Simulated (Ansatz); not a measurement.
ZrN:

```
Zr N
1.0
     0.00000    2.30000    2.30000
     2.30000    0.00000    2.30000
     2.30000    2.30000    0.00000
Zr N
1 1
Cartesian
  2.3000 2.3000 2.3000
  0.0000 0.0000 0.0000
```

Base run:

| Property | Result |
| --- | --- |
| Program | Ansatz 0.2.0 |
| Functional | PBEsol |
| Potentials or basis | all-electron LAPW, scalar-relativistic |
| Cutoff | 281 eV (chosen from the basis error) |
| Basis error allowed | 0.001 eV/atom |
| k mesh | 10 × 10 × 10 |
| Occupations | fermi-dirac, width 0.05 eV |
| Spin | no spin polarisation |
| Hubbard terms | Zr d U = 6 eV |

Its results: band gap on the k mesh none (metal or under the smearing width); pressure 0.0 GPa.

Q: After a change of settings the same cell gave: band gap on the k mesh none (metal or under the smearing width); pressure 3.1 GPa. Which change was it?
A. hubbard terms from Zr d U = 6 eV to Zr d U = 8 eV
B. hubbard terms from Zr d U = 6 eV to Zr d U = 4 eV
C. hubbard terms from Zr d U = 6 eV to none

A: A.

Caveats: U is the effective U less J, on atomic orbitals that reach past the spheres; U without spin polarisation on a metal has little footing; the density of states is complete only up to the lowest level of the last band computed.
